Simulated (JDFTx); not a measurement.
Here is a JDFTx 1.7.0 (patched build) calculation.

The input InP.in:

```
lattice \
    0.0000000000     5.5378424082     5.5378424082 \
    5.5378424082     0.0000000000     5.5378424082 \
    5.5378424082     5.5378424082     0.0000000000
coords-type Lattice
ion In     0.0000000000     0.0000000000     0.0000000000 1
ion P      0.7500000000     0.7500000000     0.7500000000 1

ion-species pseudo/In.upf
ion-species pseudo/P.upf
elec-cutoff 35 280
elec-ex-corr gga-PBE
kpoint-folding 8 8 8
elec-smearing Fermi 0.0018374661
elec-n-bands 15
electronic-SCF nIterations 100 energyDiffThreshold 1e-09
electronic-minimize nIterations 30 energyDiffThreshold 1e-7
converge-empty-states yes
forces-output-coords Cartesian

dump-name run.$VAR
dump End Ecomponents EigStats BandEigs Kpoints Forces Stress ElecDensity Dtot KEdensity
```

Potentials or basis: PseudoDojo-SR-PBE-0.5-standard with smoothed tails.

The run is started by

```bash
$ jdftx -c 1 -i InP.in -o InP.out
```

Q: Predict the pressure.

A: 3.4 GPa.

Q: Predict the band gap on the k mesh.

A: 0.71 eV, direct.

Caveat: the empty levels aren't tightly converged; spin-orbit coupling is left out, which moves the levels of the heavy elements.

**Experimental background.**

A printed reference work, data compilation reports, for a bulk crystal of InP at 1.6 K: band gap 1.4236 eV (direct).

A measured gap of InP is 1.4236 eV (direct; 1.6 K; a printed reference work, data compilation); the calculated 0.71 eV misses it by -0.71 eV. Spin-orbit coupling on In is left out. The value is that of PBE, without temperature or zero-point motion. Semilocal functionals fall short of measured gaps as a rule.
